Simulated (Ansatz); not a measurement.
SiO$_{2}$: frozen-core PAW against all-electron methods

```yaml
crystal:
  lattice:
    - [4.09477, 0.00000, 0.00000]
    - [0.00000, 4.09477, 0.00000]
    - [0.00000, 0.00000, 2.61334]
  atoms:
    - { symbol: Si, position: [0.00000, 0.00000, 0.00000] }
    - { symbol: Si, position: [0.50000, 0.50000, 0.50000] }
    - { symbol: O, position: [0.30670, 0.30670, 0.00000] }
    - { symbol: O, position: [0.19330, 0.80670, 0.50000] }
    - { symbol: O, position: [0.69330, 0.69330, 0.00000] }
    - { symbol: O, position: [0.80670, 0.19330, 0.50000] }
```

Atoms are numbered in the order listed.

The cell is COD entry 9001276, as deposited and not checked against the literature; nothing was relaxed. The listed cell was then made from it by scaling, straining or moving an atom.

Methods: DFT, PBEsol, PAW with Ansatz's default frozen-core files, scalar-relativistic (Ansatz 0.2.0); DFT, PBEsol, all-electron LAPW, scalar-relativistic (Ansatz 0.2.0).

For PAW: a Γ-centred 6×6×9 k mesh, Fermi–Dirac smearing of 0.03 eV, cutoff 420 eV, no spin polarisation; the PAW files were made with PBE, and the program remakes their frozen cores for this functional. LAPW targets a basis error of 1 meV/atom. The Ansatz runs share mesh, smearing and spin set-up. Plane-wave (PAW) pressures include the program's estimate of the Pulay term.

Stress and pressure are positive in compression.

The change that made this cell: volume scaled by 0.94.

PAW results:

```tsv
quantity	PAW
pressure (GPa)	27.29
stress xx (GPa)	25.36
stress zz (GPa)	31.13
force on O3, y (eV/Å)	-0.477
band gap (eV)	6.710
```

Problem. What does LAPW (all electrons) give for the same quantities?

Solution. 
```tsv
quantity	LAPW
pressure (GPa)	27.22
stress xx (GPa)	25.30
stress zz (GPa)	31.05
force on O3, y (eV/Å)	-0.471
band gap (eV)	6.724
```
